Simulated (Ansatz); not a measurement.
# CdS (Hawleyite): how the settings move a relaxation

Aim: see which settings change the result for CdS (Hawleyite), by how much, and at what cost.

Method: reference: DFT, PBEsol, PAW with Ansatz's default frozen-core files, scalar-relativistic; relaxation of cell and atoms, in Ansatz 0.2.0.

### Step 1. Starting point

It takes space group F-43m (No. 216, cubic). Conventional cell: a = 5.833 Å, b = 5.833 Å, c = 5.833 Å, α = 90.00°, β = 90.00°, γ = 90.00°. Cd (site symmetry -43m) is surrounded by 4 S at 2.53 Å. Around S (site symmetry -43m) lie 4 Cd at 2.53 Å.

Coordinates:

```
Cd S
1.0
     0.00000    2.91650    2.91650
     2.91650    0.00000    2.91650
     2.91650    2.91650    0.00000
Cd S
1 1
Direct
  0.00000 0.00000 0.00000
  0.75000 0.75000 0.75000
```

### Step 2. Baseline

File input.yaml:

```yaml
crystal:
  lattice:
    - [0.0, 2.9165, 2.9165]
    - [2.9165, 0.0, 2.9165]
    - [2.9165, 2.9165, 0.0]
  atoms:
    - { symbol: Cd, position: [0.0, 0.0, 0.0] }
    - { symbol: S, position: [0.75, 0.75, 0.75] }
kpoints:
  mp_grid: { grid: [14, 14, 14] }
scf:
  occupations: { method: fermi_dirac, width: 0.05 }
hamiltonian:
  xc: pbesol
  pseudopotentials: { kind: paw }
relax:
  f_tol: 0.002
  max_steps: 80
  cell: {}
output:
  forces: true
  stress: true
  write_density: true
  write_potential: true
  elf: true
  volumetric_format: npy
```

On the command line:

```sh
$ ansatz run input.yaml --threads 1 --pin off --max-ram 2560MiB --backend cpu --events-out ev --progress --plain --runs-dir out
```

### Step 3. Variant: symmetry.detect false, mp_grid.grid [8, 8, 8], occupations.width 0.3

File input.yaml:

```yaml
crystal:
  lattice:
    - [0.0, 2.9165, 2.9165]
    - [2.9165, 0.0, 2.9165]
    - [2.9165, 2.9165, 0.0]
  atoms:
    - { symbol: Cd, position: [0.0, 0.0, 0.0] }
    - { symbol: S, position: [0.75, 0.75, 0.75] }
  symmetry: { detect: false }
kpoints:
  mp_grid: { grid: [8, 8, 8] }
scf:
  occupations: { method: fermi_dirac, width: 0.3 }
hamiltonian:
  xc: pbesol
  pseudopotentials: { kind: paw }
relax:
  f_tol: 0.002
  max_steps: 80
  cell: {}
output:
  forces: true
  stress: true
```

Before running it: what results should come out? Wanted: for each run, ending; energy change; pressure; gap; force.

The runs gave:

| run | ending | energy change | pressure (GPa) | gap (eV) | force (eV/Å) | cycles | time |
| --- | --- | --- | --- | --- | --- | --- | --- |
| reference | converged | 0 | 0.0 | 1.01 | 0.00 | 15 | 36 s |
| 1: symmetry.detect false, mp_grid.grid [8, 8, 8], occupations.width 0.3 | converged | +2.5 meV/atom (σ→0) | 0.0 | 1.01 | 0.00 | 20 | 1.7 min |

Times don't compare one to one where runs were asked for different outputs or read a saved state (see the inputs); cycles may leave out searches for a lower state.

Changing the use of symmetry, k-point mesh and smearing moves the energy by +2.5 meV/atom (σ→0 values). More than one kind of setting changed, and this run alone doesn't tell their shares apart.
